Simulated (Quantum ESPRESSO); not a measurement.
HfN in Quantum ESPRESSO: the effect of functional

HfN:

```
Hf N
1.0
     0.00000    2.25600    2.25600
     2.25600    0.00000    2.25600
     2.25600    2.25600    0.00000
Hf N
1 1
Cartesian
  0.0000 0.0000 0.0000
  2.2560 2.2560 2.2560
```

Alike in all runs:

* Program: Quantum ESPRESSO 7.5
* Task: phonons
* Cutoff: 612 eV
* Density cutoff: 4898 eV
* k mesh: 8 × 8 × 8
* Occupations: cold, width 0.2 eV
* Spin: no spin polarisation

Each run relaxes the cell or the atoms first.

```tsv
functional	potentials or basis	relaxed volume (Å³/atom)	highest phonon frequency (cm⁻¹)
LDA	GBRV 1.5 LDA	11.14	523
PBEsol	GBRV 1.5 PBEsol	11.38	511
AM05	GBRV 1.5 PBE	11.36	511
revPBE	GBRV 1.5 PBE	?	?
PW91	GBRV 1.5 PBE	11.72	487
vdW-DF-cx	GBRV 1.5 PBE	11.38	513
```

Problem. What does the run with functional revPBE give?

Solution. Relaxed volume 11.85 Å³/atom; highest phonon frequency 479 cm⁻¹.

Caveats: the mesh is thin for the phonons of a metal; the potentials were made for another functional, which shifts forces and pressure (some runs); before the sum rule the acoustic modes lie tens of cm⁻¹ from zero, a sign that the density grid also shifts the optical modes (some runs).

Runs at the PBE level aren't shown here.
